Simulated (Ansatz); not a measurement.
Input of an Ansatz 0.2.0 run:

input.yaml

```yaml
crystal:
  lattice:
    - [0.0, 2.3712425216, 2.3712425216]
    - [2.3712425216, 0.0, 2.3712425216]
    - [2.3712425216, 2.3712425216, 0.0]
  atoms:
    - { symbol: Sb, position: [0.0, 0.0, 0.0] }
hamiltonian:
  xc: pbesol
  pseudopotentials: { kind: paw }
kpoints:
  mp_grid: { grid: [10, 10, 10] }
scf:
  occupations: { method: fermi_dirac, width: 0.05 }
output:
  forces: true
  stress: true
  eigenvalues: true
  write_density: true
  write_potential: true
  elf: true
  volumetric_format: npy
```

Potentials or basis: Ansatz PAW.

Run with:

```sh
$ ansatz run input.yaml --threads 2 --pin off --max-ram 5632MiB --backend cpu --events-out ev --progress --plain --runs-dir out
```

Question: What does it give for the pressure?

Answer: -1.2 GPa.

Question: Estimate the band gap on the k mesh.

Answer: None (metal or under the smearing width).

Caveat: the PAW data sets come from PBE, with cores solved anew for the run's functional, which leaves a small shift of forces and pressure. The run has no spin-orbit coupling, so splittings on Sb are missing.
